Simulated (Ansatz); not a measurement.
TiCo₂: iterations to self-consistency

Method: DFT PBEsol, scalar-relativistic, plane waves, PAW in Ansatz.

```
CELL_PARAMETERS angstrom
0.00000 3.35200 3.35200
3.35200 0.00000 3.35200
3.35200 3.35200 0.00000
ATOMIC_POSITIONS crystal
Ti 0.50000 0.50000 0.50000
Ti 0.75000 0.75000 0.75000
Co 0.12500 0.12500 0.12500
Co 0.62500 0.12500 0.12500
Co 0.12500 0.12500 0.62500
Co 0.12500 0.62500 0.12500
```

| Item | Value |
| --- | --- |
| plane-wave cutoff | 420 eV |
| Γ-centred k-mesh | 10×10×10 |
| occupation rule | Gaussian smearing, 0.1 eV |
| list of starting moments (μB, in atom order) | -0.31 -0.31 0.82 0.82 0.82 0.82 |
| check for lower electronic states after the SCF | off |

Each run starts from superposed atomic densities and uses Broyden mixing with its automatic preconditioner, at most 120 iterations and the default threshold on the density residual; only the length of the Broyden history differs.

Task: Order these values of the length of the Broyden history from fewest iterations to most.
A. 1
B. 5
C. 3
D. 8

Result: B (23 iterations), C (25 iterations), D (27 iterations), A (74 iterations).

| length of the Broyden history | iterations | converged | density residual (eV) at iterations 1, 3, 5 |
| --- | --- | --- | --- |
| 1 | 74 | yes | 37 6.9 0.35 |
| 3 | 25 | yes | 37 6.9 7.6 |
| 5 | 23 | yes | 37 6.9 7.6 |
| 8 | 27 | yes | 37 6.9 7.6 |

Cost: 4 runs of about 3.5 core-minutes in all, on Intel Xeon 6975P-C (Granite Rapids) (shared hosts).